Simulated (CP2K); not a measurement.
Runs of CP2K 2026.2 on I. Symmetry: Cmce, No. 64, orthorhombic system. The conventional cell has a = 7.270 Å, b = 4.790 Å, c = 9.793 Å, α = 90.00°, β = 90.00°, γ = 90.00°. I (site symmetry m) has 1 I at 2.68 Å as nearest neighbours. 

| level | potentials or basis | smearing | NGRIDS | basis sets | potentials | points a segment of the path (NPOINTS) | bands added on the path | gap on the mesh (eV) | pressure (GPa) | largest force (eV/Å) |
| --- | --- | --- | --- | --- | --- | --- | --- | --- | --- | --- |
| r2SCAN | POTENTIAL_UZH I GTH-SCAN-q7; TZVP-MOLOPT-SCAN-GTH basis | fermi-dirac 0.01 eV | 4 | I TZVP-MOLOPT-SCAN-GTH-q7 | I GTH-SCAN-q7 of POTENTIAL_UZH | 10 | 2 | 1.48 | 1.7 | 0.96 |
| TB-mBJ | POTENTIAL_UZH I GTH-PBE-q7; TZVP-MOLOPT-PBE-GTH basis | fermi-dirac 0.05 eV | 5 | I TZVP-MOLOPT-PBE-GTH-q7 | I GTH-PBE-q7 of POTENTIAL_UZH | 6 | 4 | 1.62 | - | - |
| LDA | GTH_POTENTIALS I GTH-PADE-q7; TZVP-MOLOPT-PBE-GTH basis | fermi-dirac 0.1 eV | 4 | I TZVP-MOLOPT-PBE-GTH-q7 | I GTH-PADE-q7 of GTH_POTENTIALS | 6 | 4 | 1.24 | (a) | (c) |
| PBEsol | POTENTIAL_UZH I GTH-PBE-q7; TZVP-MOLOPT-PBE-GTH basis | fermi-dirac 0.05 eV | 4 | I TZVP-MOLOPT-PBE-GTH-q7 | I GTH-PBE-q7 of POTENTIAL_UZH | 6 | 6 | 1.26 | 1.3 | (b) |

Alike in all rows: task band structure; no spin polarisation; cell as given; k mesh 7 × 7 × 3.

Fill in the values left out.

(a) 0.1; (b) 1.33; (c) 1.12.

Caveats: spin-orbit coupling is left out, which moves the levels of the heavy elements; the mesh misses the band edges, which the band path finds closer together; the basis of atomic orbitals isn't converged, which shifts pressures, moduli and gaps; the potentials were made for another functional, which shifts forces and pressure (some runs); this is a model potential without an energy functional, so only levels have meaning (some runs); forces of over 1 eV/Å show positions far from the minimum, so gaps and moduli don't describe the material at rest (some runs).

A k mesh can miss the band edges, and the runs leave out spin-orbit coupling on I.
